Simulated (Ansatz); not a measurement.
# ZnS (Wurtzite-2H) (P6_3mc) in Ansatz: settings compared, part 3 of 3

Ansatz 0.2.0. Earlier steps stand in the parts before.

### 5 Band structure, r2SCAN

input.yaml reads:

```yaml
crystal:
  lattice:
    - [3.811, 0.0, 0.0]
    - [-1.9055, 3.3004228138, 0.0]
    - [0.0, 0.0, 6.234]
  atoms:
    - { symbol: Zn, position: [0.6666666667, 0.3333333333, 0.5] }
    - { symbol: Zn, position: [0.3333333333, 0.6666666667, 0.0] }
    - { symbol: S, position: [0.6666666667, 0.3333333333, 0.885] }
    - { symbol: S, position: [0.3333333333, 0.6666666667, 0.385] }
hamiltonian:
  xc: r2scan
  pseudopotentials: { kind: paw }
kpoints:
  mp_grid: { grid: [8, 8, 5] }
  band_path:
    path:
      - [[0.0, 0.0, 0.0], [0.5, 0.0, 0.0], [0.3333333333, 0.3333333333, 0.0], [0.0, 0.0, 0.0], [0.0, 0.0, 0.5], [0.5, 0.0, 0.5], [0.3333333333, 0.3333333333, 0.5], [0.0, 0.0, 0.5]]
      - [[0.5, 0.0, 0.5], [0.5, 0.0, 0.0]]
      - [[0.3333333333, 0.3333333333, 0.0], [0.3333333333, 0.3333333333, 0.5]]
    npoints: 14
scf:
  occupations: { method: fermi_dirac, width: 0.05 }
  n_extra_bands: 10
output:
  forces: true
  stress: true
  eigenvalues: true
  fatbands: false
```

Potentials or basis: Ansatz PAW.

Started as:

```console
ansatz run input.yaml --threads 2 --pin off --max-ram 5632MiB --backend cpu --events-out ev --progress --plain --runs-dir out
```

The log of the run:

```text
Warning: RAYON_NUM_THREADS=2 ignored (pool sized by the plan → 2); use --threads N
scf.n_extra_bands = 10 over 18 filled bands (N_el = 36.0): the run solves 28 bands
Engine: ansatz 0.2.0, x86_64-unknown-linux-gnu
Pseudopotentials: kind: paw
Pseudopotential: Zn, paw, valence charge 12, recommended cutoff 500 eV (meta_gga), Zn.paw.azcp
Pseudopotential: S, paw, valence charge 6, recommended cutoff 500 eV (meta_gga), S.paw.azcp
Functional definition: r2SCAN
  parameter k0 = 0.174
  parameter k1 = 0.065
  parameter a1 = 4.9479
  exchange = r2scan_x(k0 = k0, k1 = k1, a1 = a1)
  correlation = r2scan_c
Crystal: 4 atoms, lattice volume = 78.411 Å³
Basis set: ecut = 500 eV, 1973 PW (Γ), exchange–correlation on 120×120×192 points (64 copies of the dense FFT grid, shifted against one another)
Bands: 28, of which v1, the nominal top of the filled ones, is band 18 counted from 1 (17 counted from 0)
Symmetry: 12 space group operations
Space group: P63mc (ITA 186), of the structure as read, at distance tolerance 4.3e-5 Å
k-points: 30 of 320 (time reversal used)
Non-local potential: Zn, projectors of the file, l = 0: 2, l = 1: 2, l = 2: 3, l = 3: 1
Non-local potential: S, projectors of the file, l = 0: 2, l = 1: 2, l = 2: 2
[... 27 lines left out ...]
  E_kinetic    = 475.212345
  E_local      = -4092.742237  (includes V_loc(G=0)·N_el)
  E_nonlocal   = 1293.319669
  E_hartree    = 1717.612390
  E_xc         = -431.599754
  E_vxc        = -296.473476  (∫ρ·V_xc dr)
  E_paw        = -4919.923323  (= ΣΔE_a)
  E_vpaw       = -832.181114  (= ΣTr[D̂ρ^β])
  E_aug_tail   = -0.000123  (compensation charges beyond the density's cutoff)
  E_vtau       = 14.659647  (kinetic-family band-sum trace: ∫τ·v_τ [+ j·A + Jᵃ·Aᵃ] dr)
  E_ewald      = -2508.163419
  E_core_change = -0.584771  (= ΣΔE_core)
  E_smearing   = -0.000000  (= −TS)
  E_closure    = 0.000000  (closes the sum)
  Σ components = -8466.869223   (vs F -8466.869223, Δ=0.00e0)
--- Forces (eV/Å), atoms counted from 1 ---
  atom   1  Zn     0.00000000     0.00000000     0.31689452
  atom   2  Zn    -0.00000000    -0.00000000     0.31689452
  atom   3  S      0.00000000     0.00000000    -0.31691477
  atom   4  S      0.00000000    -0.00000000    -0.31691477
  max |Σ_I F_I| component: 4.05e-5 eV/Å
--- Stress (GPa, compression-positive) ---
        0.750344       0.000000       0.000000
        0.000000       0.750344       0.000000
        0.000000       0.000000      -1.149541
  P = ⅓ Tr σ = 0.1170 GPa (1.170 kbar)
--- Band table (eV; the first three rows and the last of 30) ---
  k-point 0: bands = ["-8.1427", "-7.1989", "-0.9392", "-0.9392", "-0.8694", "-0.8694", "-0.8638", "-0.4188", "-0.4188", "-0.3398", "-0.3398", "-0.1820", "0.3200", "4.7113", "4.7113", "5.5783", "5.5783", "5.5871", "8.4043", "9.0854", "12.3479", "12.3479", "12.6753", "13.7070", "13.7070", "15.4844", "16.1283", "16.1283"]
  k-point 1: bands = ["-8.0648", "-7.3042", "-0.9349", "-0.9349", "-0.8785", "-0.8785", "-0.8671", "-0.5207", "-0.4095", "-0.4095", "-0.3455", "-0.3455", "0.9911", "4.7884", "4.7884", "4.8468", "5.4891", "5.4891", "9.0296", "9.1976", "12.3986", "12.3986", "12.4050", "13.4671", "13.4671", "14.8650", "16.5125", "16.5125"]
  k-point 2: bands = ["-7.8506", "-7.5618", "-0.9212", "-0.9212", "-0.8997", "-0.8997", "-0.8558", "-0.7689", "-0.3869", "-0.3869", "-0.3624", "-0.3624", "2.1470", "3.5015", "4.9954", "4.9954", "5.2625", "5.2625", "9.4901", "9.6568", "12.4687", "12.6024", "12.6024", "12.9953", "12.9953", "13.5726", "17.5256", "17.5256"]
  k-point 29: bands = ["-6.9605", "-6.9162", "-0.7901", "-0.7328", "-0.7297", "-0.6712", "-0.5436", "-0.5402", "-0.4078", "-0.4043", "-0.1040", "-0.0586", "0.7116", "0.8439", "2.3434", "2.8349", "4.0686", "4.3035", "10.4839", "10.8212", "11.9976", "12.4862", "13.2340", "13.7290", "15.5865", "15.7640", "17.1299", "17.2499"]
```

Run time: 29 s. Hardware: 2 threads of Intel Xeon at 2.50GHz (Skylake/Cascade Lake), shared host; peak memory 0.57 GiB.

Results:

```yaml
Free_energy: -8466.8692 eV
Pressure: 0.1 GPa
Largest_force: 0.317 eV/Å
Band_gap_on_the_k_mesh: 2.82 eV, direct
Band_gap_along_the_path: 2.82 eV, direct
```

Forces on the atoms (eV/Å):
```
Zn   0.000  0.000  0.317
Zn   0.000  0.000  0.317
S    0.000  0.000 -0.317
S    0.000  0.000 -0.317
```

Stress tensor (GPa, compression positive):
```
 0.75  0.00  0.00
 0.00  0.75  0.00
 0.00  0.00 -1.15
```

Levels at the corners of the path, in eV from the valence-band top:
```csv
point,band 15,band 16,band 17,band 18,band 19,band 20,band 21,band 22
Γ,-0.88,-0.01,-0.01,0.00,2.82,3.50,6.76,6.76
M,-3.22,-2.31,-1.59,-1.01,3.99,4.78,5.52,7.58
K,-3.97,-2.27,-2.26,-2.26,4.75,6.47,6.47,8.28
Γ,-0.88,-0.01,-0.01,0.00,2.82,3.50,6.76,6.76
A,-0.46,-0.46,-0.46,-0.46,4.05,4.05,7.19,7.19
L,-1.70,-1.70,-1.57,-1.57,4.03,4.03,5.57,5.57
H,-3.19,-3.19,-1.29,-1.29,5.02,5.02,6.83,6.83
A,-0.46,-0.46,-0.46,-0.46,4.05,4.05,7.19,7.19
L,-1.70,-1.70,-1.57,-1.57,4.03,4.03,5.57,5.57
M,-3.22,-2.31,-1.59,-1.01,3.99,4.78,5.52,7.58
K,-3.97,-2.27,-2.26,-2.26,4.75,6.47,6.47,8.28
H,-3.19,-3.19,-1.29,-1.29,5.02,5.02,6.83,6.83
```

Caveat: the PAW data sets come from PBE, with cores solved anew for the run's functional, which leaves a small shift of forces and pressure.

### 6 Summary

```csv
level,k mesh,cutoff (eV),points for each segment of the path,mesh quality,gap on the mesh (eV),pressure (GPa),largest force (eV/Å)
r2SCANh,4 × 4 × 3,500,4,coarse,3.48,0.4,0.33
r2SCAN0,4 × 4 × 3,500,4,coarse,4.49,0.4,0.33
B3LYP,4 × 4 × 3,420,4,coarse,3.74,4.8,0.35
r2SCAN,8 × 8 × 5,500,14,not flagged,2.82,0.1,0.32
```

Alike in all rows: task band structure; potentials or basis Ansatz PAW; no spin polarisation; cell as given; smearing fermi-dirac 0.05 eV.

Caveats: some runs use coarse meshes; the PAW data sets come from PBE, with cores solved anew for the run's functional, which leaves a small shift of forces and pressure; the thresholds are loose for stress (some runs).

Absolute energies hang on the potentials; compare differences alone.

### 7 How close it comes

Step 5. Measured gap of ZnS: 3.911 eV (direct; 4 K; a printed reference work, monograph). This calculation gives 2.82 eV (-1.09 eV). The value is that of r2SCAN, without temperature or zero-point motion.
